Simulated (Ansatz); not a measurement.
# Br under changes of volume

One of the cells (33.988 Å³/atom); the others are scaled copies at fixed shape and fractional positions:

```xyz
4
Lattice="3.3632 -2.3226 0.0000 3.3632 2.3226 0.0000 0.0000 0.0000 8.7023" Properties=species:S:1:pos:R:3 pbc="T T T"
Br    3.3632    0.6266    3.3948
Br    3.3632    1.6959    7.7459
Br    3.3632   -0.6266    5.3075
Br    3.3632   -1.6959    0.9564
```

| Quantity | Value |
| --- | --- |
| Program | Ansatz 0.2.0 |
| Functional | LDA |
| Potentials or basis | all-electron LAPW, scalar-relativistic |
| Cutoff | 319 eV (chosen from the basis error) |
| Basis error allowed | 0.002 eV/atom |
| k mesh | 7 × 7 × 3 |
| Occupations | fermi-dirac, width 0.05 eV |
| Spin | no spin polarisation |

```tsv
volume (Å³/atom)	energy over the lowest point (meV/atom)	pressure (GPa)	gap on the mesh (eV)	largest force (eV/Å)
31.949	?	?	?	?
32.629	0.00	-0.1	1.89	1.180
33.308	1.63	-0.7	1.82	0.927
33.988	5.70	-1.2	1.76	0.694
34.668	11.95	-1.7	1.70	0.479
35.348	20.11	-2.1	1.65	0.287
36.028	29.97	-2.5	1.59	0.143
```

**Question.** What does the run at 31.949 Å³/atom give?

**Answer.** Energy over the lowest point 1.14 meV/atom; pressure 0.6 GPa; gap on the mesh 1.95 eV; largest force 1.452 eV/Å.

Worked out: A Birch-Murnaghan fit of order 3 (a polynomial in V^(-2/3)) to the other rows has its minimum at 32.55 Å³/atom, just outside them, with B0 = V·E''(V) = 32 GPa and B' = 4.8 at fixed shape and positions, which overstates the stiffness. It gives 1.14 meV/atom at 31.949 Å³/atom, against the run's 1.14, and -dE/dV = 0.6 GPa, against 0.6. A straight line through the other rows of the gap, of slope -2.99 eV per unit of ln V, extrapolates to 1.95 eV, against the run's 1.95.

Energies are extrapolated to zero smearing.

Caveats: an odd mesh through Γ misses points on the zone boundary, where band edges often lie; forces of over 1 eV/Å show positions far from the minimum, so gaps and moduli don't describe the material at rest (some runs). Spin-orbit coupling on Br is left out.
